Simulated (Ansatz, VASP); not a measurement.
# One calculation of InPd, two programs

```
In Pd
1.0
     3.30593    0.00000    0.00000
     0.00000    3.30593    0.00000
     0.00000    0.00000    3.30593
In Pd
1 1
Cartesian
  0.0000 0.0000 0.0000
  1.6530 1.6530 1.6530
```

Alike in both runs: functional PBE; k mesh 18 × 18 × 18; occupations gaussian, width 0.1 eV; no spin polarisation.

Ansatz relaxed the structure, and its values are those at the end. VASP's run is a single point on that final structure, the one shown.

|  | VASP | Ansatz |
| --- | --- | --- |
| version | VASP 6.6.1 | Ansatz 0.2.0 |
| potentials or method | VASP PAW PBE potentials, release 64 (In_d, Pd) | scalar-relativistic, plane waves, PAW |
| plane-wave cutoff (eV) | 520 | 420 |
| valence electrons in the cell | 23 | 31 |

```tsv
	VASP	Ansatz	Ansatz less VASP
gap on the k mesh at the Fermi level (eV)	none	none	-
pressure (GPa)	0.0	0.0	-0.03
```

A gap of «none» marks a metal or a gap that the smearing closes. With one functional, cell and mesh, what is left measures potentials, basis and numerics. The two sets of potentials don't hold the same shells in valence.
